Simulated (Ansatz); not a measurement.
# GaN (P6_3mc) in Ansatz: relaxation of cell and atoms with PBE+D3(BJ)

Aim: the relaxation of cell and atoms of GaN with PBE+D3(BJ).

All numbers are computed with Ansatz 0.2.0; they aren't measurements. Logs are shortened: lines on timing, memory, paths and dates and some standing lists are left out, and cuts for length are marked.

### Step 1. Starting point

It takes space group P6_3mc (No. 186, hexagonal). Conventional cell: a = 3.180 Å, b = 3.180 Å, c = 5.166 Å, α = 90.00°, β = 90.00°, γ = 120.00°. Ga (site symmetry 3m) is surrounded by 4 N at 1.94 to 1.95 Å. Around N (site symmetry 3m) lie 4 Ga at 1.94 to 1.95 Å.

### Step 2. Relaxation of cell and atoms, PBE+D3(BJ)

Contents of input.yaml:

```yaml
crystal:
  lattice:
    - [3.18, 0.0, 0.0]
    - [-1.59, 2.753960784, 0.0]
    - [0.0, 0.0, 5.166]
  atoms:
    - { symbol: Ga, position: [0.6666666667, 0.3333333333, 0.5] }
    - { symbol: Ga, position: [0.3333333333, 0.6666666667, 0.0] }
    - { symbol: "N", position: [0.6666666667, 0.3333333333, 0.875] }
    - { symbol: "N", position: [0.3333333333, 0.6666666667, 0.375] }
hamiltonian:
  xc: pbe
  pseudopotentials: { kind: paw }
  dispersion: d3bj
kpoints:
  mp_grid: { grid: [10, 10, 5] }
scf:
  occupations: { method: fermi_dirac, width: 0.05 }
output:
  forces: true
  stress: true
relax:
  f_tol: 0.01
  max_steps: 40
  cell: { stress_tol: 0.05 }
```

Potentials or basis: Ansatz PAW.

Command:

```
ansatz run input.yaml --threads 2 --pin off --max-ram 5120MiB --backend cpu --events-out ev --progress --plain --runs-dir out
```

Output:

```text
Warning: RAYON_NUM_THREADS=2 ignored (pool sized by the plan → 2); use --threads N
Engine: ansatz 0.2.0, x86_64-unknown-linux-gnu
Pseudopotentials: kind: paw
Pseudopotential: Ga, paw, valence charge 13, recommended cutoff 420 eV (normal), Ga.paw.azcp
Pseudopotential: N, paw, valence charge 5, recommended cutoff 420 eV (normal), N.paw.azcp
Functional definition: PBE
  parameter kappa = 0.804
  parameter beta = 0.06672455060314922
  exchange = pbe_x(kappa = kappa, mu = beta*pi^2/3)
  correlation = pbe_c(beta = beta)
Crystal: 4 atoms, lattice volume = 45.242 Å³
Basis set: ecut = 420 eV, 881 PW (Γ), exchange–correlation on 48×48×72 points (8 copies of the dense FFT grid, shifted against one another)
Bands: 22, of which v1, the nominal top of the filled ones, is band 18 counted from 1 (17 counted from 0)
Symmetry: 12 space group operations
Space group: P63mc (ITA 186), of the structure as read, at distance tolerance 3.6e-5 Å
k-points: 42 of 500 (time reversal used)
Non-local potential: Ga, projectors of the file, l = 0: 2, l = 1: 2, l = 2: 3, l = 3: 1
Non-local potential: N, projectors of the file, l = 0: 2, l = 1: 2, l = 2: 1
PAW form: soft (Blöchl's): semilocal exchange-correlation on the pseudo side does not see the compensation charge
PAW one-centre angular grid: Ga, 590 points (default); XC on 64 Gauss nodes
PAW one-centre angular grid: N, 110 points (default); XC on 64 Gauss nodes
Initial density: superposition of atomic densities (neutral atoms: chi_scale 0, normalization atom), corrected by the library's trained network
Initial wavefunctions: pseudopotential atomic-orbital guess
Functional: x = pbe(κ = 0.804, μ = 0.2195149727645171), c = pbe(β = 0.06672455060314922)
SCF iter   1: F=—  HF=-8336.822749 eV  |F-HF|=—  |Δ(HF+E_count)|=         —  Δρ=8.48e-4  dr2=1.83e-4  ethr=1.77e-3  ⟨swp⟩=5.1  Hψ=3699  notcnv=0
preconditioner: auto → Resta (q_TF=auto, 2.626 Å⁻¹)  ε∞=5.0  [insulator: Δε(μ)=1.958 eV  Ē_g=16.647 eV  σ=0.050 eV  W_gap=1.00  n_scr=22 (ndim 8)  ℏωp=33.1 eV  f_vac=0.008  D(μ)=0.00/eV (n_scr^D=0)  ε∞_Penn≈5.0]
SCF iter   2: F=—  HF=-8336.823365 eV  |F-HF|=—  |Δ(HF+E_count)|=   6.16e-4  Δρ=4.03e-4  dr2=2.57e-5  ethr=5.08e-7  ⟨swp⟩=2.2  Hψ=2026  notcnv=0
SCF iter   3: F=—  HF=-8336.823477 eV  |F-HF|=—  |Δ(HF+E_count)|=   1.12e-4  Δρ=1.87e-4  dr2=6.69e-6  ethr=7.13e-8  ⟨swp⟩=2.0  Hψ=1613  notcnv=0
SCF iter   4: F=—  HF=-8336.823504 eV  |F-HF|=—  |Δ(HF+E_count)|=   2.72e-5  Δρ=5.63e-5  dr2=9.62e-7  ethr=1.86e-8  ⟨swp⟩=2.0  Hψ=1659  notcnv=0
iter 5 did not close the SCF: its close was put off for the readings that it lacked (scf_convergence_deferred on its scf_iter line)
SCF iter   5: F=-8336.823507 eV  HF=-8336.823507 eV  |F-HF|=2.27e-7  |Δ(HF+E_count)|=   2.72e-6  Δρ=1.82e-5  dr2=9.27e-8  ethr=2.67e-9  ⟨swp⟩=2.0  Hψ=1676  notcnv=0
SCF iter   6: F=-8336.823507 eV  HF=-8336.823507 eV  |F-HF|=3.44e-9  |Δ(HF+E_count)|=   2.45e-7  Δρ=4.54e-6  dr2=8.41e-9  ethr=2.57e-10  ⟨swp⟩=2.0  Hψ=3478  notcnv=0
SCF 1 converged in 6 iterations: F = -8336.823507 eV  dr2 = 8.41e-9
relax step   1: F+E_penalty+E_count = -8336.82350720 eV  Δ(F+E_penalty+E_count) = +0.000e0 eV  max|allowed force component| = 1.362e-1 eV/Å  Δτ_max = 0.0000 Å  P = +3.512 GPa  Ω = 45.242 Å³  (6 SCF iters, dr2 threshold 1.00e-7 eV, accepted)
Crystal: 4 atoms, lattice volume = 45.733 Å³
Basis set: ecut = 420 eV, 917 PW (Γ), exchange–correlation on 48×48×72 points (8 copies of the dense FFT grid, shifted against one another)
Initial density: handed on by an earlier stage of this run
[... 51 lines left out ...]
iter 1 solved again at ethr=2.09e-8 eV; its pass at ethr=3.10e-3 eV (dr2=7.51e-6 eV) is discarded
SCF iter   1: F=—  HF=-8336.834338 eV  |F-HF|=—  |Δ(HF+E_count)|=         —  Δρ=4.34e-6  dr2=5.77e-9  ethr=2.09e-8  ⟨swp⟩=3.1  Hψ=6491  notcnv=0
SCF iter   2: F=—  HF=-8336.834341 eV  |F-HF|=—  |Δ(HF+E_count)|=   2.97e-6  Δρ=2.74e-6  dr2=2.28e-9  ethr=1.60e-11  ⟨swp⟩=2.0  Hψ=1682  notcnv=0
SCF iter   3: F=—  HF=-8336.834341 eV  |F-HF|=—  |Δ(HF+E_count)|=   1.07e-9  Δρ=1.61e-6  dr2=9.64e-10  ethr=6.34e-12  ⟨swp⟩=3.0  Hψ=1845  notcnv=0
SCF iter   4: F=—  HF=-8336.834341 eV  |F-HF|=—  |Δ(HF+E_count)|=  9.73e-10  Δρ=7.37e-7  dr2=2.10e-10  ethr=2.68e-12  ⟨swp⟩=2.0  Hψ=1145  notcnv=0
SCF iter   5: F=-8336.834341 eV  HF=-8336.834341 eV  |F-HF|=1.82e-11  |Δ(HF+E_count)|=  2.69e-10  Δρ=1.85e-7  dr2=1.25e-11  ethr=1.00e-12  ⟨swp⟩=2.9  Hψ=3652  notcnv=0
SCF 7 converged in 5 iterations: F = -8336.834341 eV  dr2 = 1.25e-11
relax step   7: F+E_penalty+E_count = -8336.83434106 eV  Δ(F+E_penalty+E_count) = -6.507e-5 eV  max|allowed force component| = 1.281e-5 eV/Å  Δτ_max = 0.0000 Å  P = +0.003 GPa  Ω = 46.090 Å³  stress off target by 5.58e-3 GPa  SCF on the basis re-selected at this cell (its energy is not comparable with the rows above)  (5 SCF iters)
basis re-selected at this cell: Δ(F+E_penalty+E_count) = -6.507e-5 eV, ΔP = +0.001 GPa vs the last step (what re-selecting the basis moved, of the pressure what is left beyond the Pulay correction that the steps carried, after the strain that the cell walked since its last selection, with what the two solves' SCF thresholds leave and, on support functions, any second-order correction that the steps lacked; it is no measure of the basis error at this ecutwfc). This SCF's stress stands 5.58e-3 GPa from its target on what of the cell is left free (relax.cell.stress_tol is 5.00e-2 GPa) and its largest allowed force component is 1.28e-5 eV/Å (relax.f_tol is 1.00e-2 eV/Å): within both
SCF converged after 5 iterations
Free energy (F): -8336.834341 eV
Harris-Foulkes:  -8336.834341 eV  (|F-HF|=1.82e-11)
Internal energy: -8336.834341 eV  (E = F + TS)
E sigma→0 (E₀):  -8336.834341 eV
Fermi energy:    10.523659 eV
--- Per-component energies (eV) ---
  E_band       = -14.381662
  E_kinetic    = 493.841564
  E_local      = -3918.058795  (includes V_loc(G=0)·N_el)
  E_nonlocal   = 948.787318
  E_hartree    = 1802.072260
  E_xc         = -257.409706
  E_vxc        = -268.034792  (∫ρ·V_xc dr)
  E_paw        = -4240.860784  (= ΣΔE_a)
  E_vpaw       = -875.061646  (= ΣTr[D̂ρ^β])
  E_aug_tail   = 0.000103  (compensation charges beyond the density's cutoff)
  E_ewald      = -3164.198780
  E_disp       = -1.007521  (pairwise vdW)
  E_smearing   = -0.000000  (= −TS)
  E_closure    = 0.000000  (closes the sum)
  Σ components = -8336.834341   (vs F -8336.834341, Δ=0.00e0)
--- Forces (eV/Å), atoms counted from 1 ---
  atom   1  Ga     0.00000000    -0.00000000    -0.00001328
  atom   2  Ga     0.00000000     0.00000000    -0.00001328
  atom   3  N      0.00000000    -0.00000000     0.00001234
  atom   4  N      0.00000000     0.00000000     0.00001234
  max |Σ_I F_I| component: 1.87e-6 eV/Å
--- Stress (GPa, compression-positive) ---
        0.002192      -0.000000      -0.000000
       -0.000000       0.002192       0.000000
       -0.000000       0.000000       0.005580
  P = ⅓ Tr σ = 0.0033 GPa (0.033 kbar)
--- Relaxed structure (5 steps of the walk, 5 accepted, 2 SCFs on fresh bases) ---
  F+E_penalty+E_count = -8336.83434106 eV   max|allowed force component| = 1.281e-5 eV/Å   (the final SCF, on the basis selected at the relaxed cell)
  cell:  # Å, volume = 46.0904 Å³
    - [3.1965388815742743, -3.0603078579052616e-19, 5.515473488658745e-18]
    - [-1.5982694407871372, 2.768283875628019, -2.757736744329372e-18]
    - [8.960042780688563e-18, -1.478272906270211e-33, 5.208583314628748]
  atoms:
    - { symbol: Ga, position: [0.6666666666666666, 0.3333333333333333, 0.49919113513967545] }
    - { symbol: Ga, position: [0.3333333333333333, 0.6666666666666666, -0.0008088648603246196] }
    - { symbol: N, position: [0.6666666666666666, 0.3333333333333333, 0.8758088648603248] }
    - { symbol: N, position: [0.3333333333333333, 0.6666666666666666, 0.3758088648603246] }
```

Run time: 9.6 s. Hardware: 2 threads of Intel Xeon 6975P-C (Granite Rapids), shared host; peak memory 0.4 GiB.

Results:

```yaml
Free_energy: -8336.8343 eV
Relaxed_volume: 11.52 Å³/atom
Relaxed_cell: a = 3.197 Å, b = 3.197 Å, c = 5.209 Å, α = 90.00°, β = 90.00°, γ = 120.00°
Space_group_after_relaxing_to_0.05_Å: P6_3mc (No. 186)
Energy_gained_by_relaxing: 2.7 meV/atom
Ionic_steps: 7
Pressure_after_relaxing: 0.0 GPa
Band_gap_on_the_k_mesh: 1.84 eV
```

The path:
| step | energy change (eV) | largest force (eV/Å) | volume (Å³) |
| --- | --- | --- | --- |
| 1 | 0.0000 | 0.1362 | 45.24 |
| 2 | -0.0068 | 0.0966 | 45.73 |
| 3 | -0.0078 | 0.0420 | 46.07 |
| 4 | -0.0080 | 0.0031 | 46.06 |
| 5 | -0.0108 | 0.0028 | 46.06 |
| 6 | -0.0108 | 0.0000 | 46.09 |
| 7 | -0.0108 | 0.0000 | 46.09 |

Final structure:
```
Ga N
1.0
     3.19654    0.00000    0.00000
    -1.59827    2.76828    0.00000
     0.00000    0.00000    5.20858
Ga N
2 2
Direct
  0.66667 0.33333 0.49919
  0.33333 0.66667 0.99919
  0.66667 0.33333 0.87581
  0.33333 0.66667 0.37581
```

Caveat: odd divisions of the mesh miss points on the zone boundary, where band edges often lie, so the gap on the mesh can be too wide; the plane-wave basis is chosen anew once the cell has moved, so the energies of steps on either side of that aren't comparable; the pressure holds a Pulay correction of +0.5 GPa for the finite cutoff. Zero-point motion and thermal expansion aren't in these numbers.
